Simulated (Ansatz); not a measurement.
Space group Cmcm (No. 63). a = 4.231 Å, b = 11.576 Å, c = 4.224 Å, α = 90.00°, β = 90.00°, γ = 90.00°
```tsv
atom	site	symmetry	x	y	z
Sn	4c	m2m	0.0000	0.1226	0.7500
Se	4c	m2m	0.0000	0.3586	0.7500
```

Equation of state of this SnSe structure (not necessarily the ground state), with shape and atoms relaxed at each volume where symmetry leaves them free. Method: DFT PBE+D3(BJ), scalar-relativistic, plane waves, PAW in Ansatz.

Settings: cutoff 420 eV, Γ-centred mesh 10×10×8 on the computed 4-atom cell, Gaussian smearing of 0.01 eV; no spin polarisation.

| V (Å³/atom) | E − E(largest V) (meV/atom) | P (GPa) | gap on mesh (eV) |
| --- | --- | --- | --- |
| 22.758 | 40.13 | 7.57 | 0.00 |
| 23.534 | 9.78 | 5.05 | 0.00 |
| 24.310 | -9.57 | 3.01 | 0.11 |
| 25.085 | -19.92 | 1.33 | 0.22 |
| 25.861 | -23.01 | -0.01 | 0.30 |
| 26.637 | -20.38 | -1.04 | 0.36 |
| 27.413 | -13.46 | -1.79 | 0.39 |
| 28.447 | 0.00 | -2.33 | 0.45 |

Q: Fit a third-order Birch–Murnaghan equation to E(V).

A: V0 = 25.87 Å³/atom, B0 = 38 GPa, B0' = 7.5.

An atom lies near a switch of its D3 coefficient C6 between reference coordination numbers, so the dispersion energy changes steeply there and can make or shift the minimum.

This form isn't the usual stable structure of the compound, though it has been observed.